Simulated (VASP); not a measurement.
W, 1 atom in the cell. It takes space group Im-3m (No. 229, cubic). Conventional cell: a = 3.155 Å, b = 3.155 Å, c = 3.155 Å, α = 90.00°, β = 90.00°, γ = 90.00°. Around W (site symmetry m-3m) lie 8 W at 2.73 Å. 

| Property | Result |
| --- | --- |
| Program | VASP 6.6.1 |
| Task | band structure |
| Functional | r2SCAN |
| Potentials or basis | VASP PAW PBE potentials, release 64 (W_sv) |
| Cutoff | 520 eV |
| k mesh | 16 × 16 × 16 |
| Occupations | methfessel-paxton, width 0.1 eV |
| Spin | no spin polarisation |
| Further INCAR settings | ALGO = Normal; EDIFF = 1e-07 |

Potentials or basis: VASP PAW PBE potentials, release 64 (W_sv).

The run is started by

```sh
$ cat potpaw_PBE.64/W_sv/POTCAR > POTCAR
$ mpirun -np 1 vasp_std > vasp.out
```

Hardware: 1 thread of Intel(R) Xeon(R) 6975P-C (Granite Rapids), with other jobs on the host.

Problem. How long does it take, and how much memory?

Solution. Wall time 70 s on 1 thread of Intel(R) Xeon(R) 6975P-C (Granite Rapids), on a shared host, peak memory 0.16 GiB. Counts: scf iterations 38, k points 145.
